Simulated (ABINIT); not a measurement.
Si:

```xyz
2
Lattice="0.0000 2.7219 2.7219 2.7219 0.0000 2.7219 2.7219 2.7219 0.0000" Properties=species:S:1:pos:R:3 pbc="T T T"
Si    2.7219    2.7219    2.7219
Si    4.0828    4.0828    4.0828
```

* Program: ABINIT 10.8.3 (patched build)
* Task: relaxation of cell and atoms
* Functional: LDA
* Potentials or basis: PseudoDojo NC SR LDA v0.4.1 standard
* Cutoff: 435 eV
* k mesh: 6 × 6 × 6
* Occupations: fermi-dirac, width 0.05 eV
* Spin: no spin polarisation

At the start: pressure -2.4 GPa; volume 20.16 Å³/atom.

**Question.** How do energy, volume and symmetry change on relaxing?

**Answer.** Over 4 steps the energy falls by 4.1 meV/atom and the volume is 19.64 Å³/atom (-2.6 %); space group Fd-3m (No. 227, to 0.05 Å).

Step by step:
| step | energy change (eV) | largest force (eV/Å) | pressure (GPa) | volume (Å³) |
| --- | --- | --- | --- | --- |
| 1 | 0.0000 | 0.0000 | -2.43 | 40.33 |
| 2 | -0.0039 | 0.0000 | -1.78 | 40.03 |
| 3 | -0.0082 | 0.0000 | 0.07 | 39.24 |
| 4 | -0.0082 | 0.0000 | 0.00 | 39.27 |

Final structure:
```
Si
1.0
     0.00000    2.69784    2.69784
     2.69784    0.00000    2.69784
     2.69784    2.69784    0.00000
Si
2
Direct
  0.50000 0.50000 0.50000
  0.75000 0.75000 0.75000
```
